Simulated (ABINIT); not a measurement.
**C in ABINIT: convergence with pawecutdg**

C:

```
C
1.0
     2.12732   -1.22828    0.00000
     2.12732    1.22828    0.00000
    -1.37907    0.00000    3.50283
C
2
Direct
  0.16664 0.16664 0.99991
  0.83336 0.83336 0.00009
```

This is a stacking variant of graphite.

- Program: ABINIT 10.8.3 (patched build)
- Task: single point
- Functional: BLYP
- Potentials or basis: JTH PAW PBE v2.0
- Cutoff: 517 eV
- k mesh: 13 × 13 × 8
- Occupations: gaussian, width 0.05 eV
- Spin: no spin polarisation

These are the settings of the first run; the series varies pawecutdg, with any setting tied to it.

Hardware: 1 thread of Arm Neoverse V1, on a shared host.

```csv
pawecutdg,"energy less the tightest run, at zero smearing (meV/atom)",pressure (GPa),largest force (eV/Å),gap on the mesh (eV),SCF cycles,CPU time (s),peak memory (GiB)
19 Ha,-66.76,6.29,0.050,0.906,9,31,0.12
22.8,-47.43,8.95,0.010,0.911,9,31,0.12
28.5,-3.43,7.36,0.006,0.920,9,31,0.12
34.2,-5.50,5.34,0.004,0.920,9,31,0.12
41.8,-9.76,6.68,0.004,0.920,9,31,0.12
51.3,1.30,6.42,0.004,0.920,9,31,0.12
62.7,0.00,5.91,0.003,0.920,9,32,0.13
```

Against the tightest run, the largest force stays within 0.005 eV/Å from 28.5 on; the gap on the mesh stays within 0.01 eV from 22.8 on. Not settled before the last step: the energy (to 1 meV/atom), the pressure (to 0.1 GPa). The tightest run that finished is the yardstick and may itself not be fully converged.

Caveat, for the tightest run too: the PAW data sets were made with another functional, which shifts forces and pressure a little; an odd mesh through Γ misses points on the zone boundary, where band edges often lie; this functional lacks dispersion, which binds the layers, so the pressure and a relaxed spacing across them are unreliable; the atomic spheres overlap.
